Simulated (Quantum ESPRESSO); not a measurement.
## MgS (Niningerite): zone-centre phonons and dielectric response under several settings

```
S Mg
1.0
     0.00000    2.60165    2.60165
     2.60165    0.00000    2.60165
     2.60165    2.60165    0.00000
S Mg
1 1
Cartesian
  2.6016 2.6016 2.6016
  0.0000 0.0000 0.0000
```

All runs used Quantum ESPRESSO 7.5; potentials PseudoDojo 0.4.1 SR LDA standard; k mesh 6 × 6 × 6, shifted; no spin polarisation; cutoff 1143 eV; occupations smeared at first, fixed for the response.

| level | geometry | volume (Å³/atom) | pressure (GPa) | lowest optical mode without the field (cm⁻¹) | highest mode with the field (cm⁻¹) | ε∞ (mean) | ε0 (mean) | Born charge of atom 1 (e) |
| --- | --- | --- | --- | --- | --- | --- | --- | --- |
| LDA | relaxed at 0 GPa | 16.89 | 0.0 | 252 | 404 | 5.60 | 14.4 | -2.30 |
| LDA | relaxed at 5 GPa | 16.01 | 5.0 | 289 | 429 | 5.62 | 12.4 | -2.25 |
| LDA | relaxed at 10 GPa | 15.31 | 10.0 | 320 | 450 | 5.65 | 11.2 | -2.21 |
| LDA | relaxed at 20 GPa | ? | 20.0 | ? | ? | ? | ? | ? |
| LDA | relaxed at 40 GPa | 12.83 | 40.0 | 450 | 547 | 5.92 | 8.8 | -2.04 |

What stands in the row left open?

Volume 14.25 Å³/atom; lowest optical mode without the field 372 cm⁻¹; highest mode with the field 488 cm⁻¹; ε∞ 5.73; ε0 9.9; Born charge of atom 1 -2.14 e.

Caveats: the cell is more than 3 GPa from zero pressure, which shifts response properties (some runs); the volume moved by over 15 % at a fixed basis, so the end points are rough (some runs).

For the row left open. Caveat: the volume moved by over 15 % at a fixed basis, so the end points are rough; the cell is more than 3 GPa from zero pressure, which shifts response properties.
